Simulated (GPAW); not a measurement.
Crystal: WS2 (Tungstenite).

```
W S
1.0
     3.18000    0.00000    0.00000
    -1.59000    2.75396    0.00000
     0.00000    0.00000   12.50000
W S
2 4
Direct
  0.66667 0.33333 0.75000
  0.33333 0.66667 0.25000
  0.66667 0.33333 0.37500
  0.33333 0.66667 0.87500
  0.66667 0.33333 0.12500
  0.33333 0.66667 0.62500
```

Base run:

| Item | Value |
| --- | --- |
| Program | GPAW 26.7.0 |
| Functional | PBE |
| Potentials or basis | GPAW PAW data sets (gpaw-data 1.2.1) |
| Cutoff | 600 eV |
| Basis | pw |
| k mesh | 10 × 10 × 3 |
| Occupations | fermi-dirac, width 0.05 eV |
| Spin | no spin polarisation |

Its results: band gap on the k mesh 1.12 eV, indirect (least direct gap 2.08 eV); pressure 2.3 GPa; largest force 0.146 eV/Å.

Q: After a change of settings the same cell gave: band gap on the k mesh 1.00 eV, indirect (least direct gap 1.52 eV); pressure 2.3 GPa; largest force 0.152 eV/Å. Which change was it?
A. k mesh from 10 × 10 × 3 to 6 × 6 × 2; hubbard terms from none to W d U = 6 eV
B. k mesh from 10 × 10 × 3 to 6 × 6 × 2; spin from no spin polarisation to spin-orbit coupling, no magnetisation
C. functional from PBE to PBEsol; potentials or basis from GPAW PAW data sets (gpaw-data 1.2.1) to PAW data sets generated in the run's folder for this functional

A: B.

Caveats: this functional lacks dispersion, which binds the layers, so the pressure and a relaxed spacing across them are unreliable; spin-orbit coupling is left out, which moves the levels of the heavy elements (some runs); an odd mesh through Γ misses points on the zone boundary, where band edges often lie (some runs); spin-orbit coupling was added after a scalar SCF, so levels and gaps hold it while energy, forces, pressure and moments don't (some runs); this program's spin-orbit splittings come out too wide for heavy elements (some runs).

Not every run made on this cell is shown here.
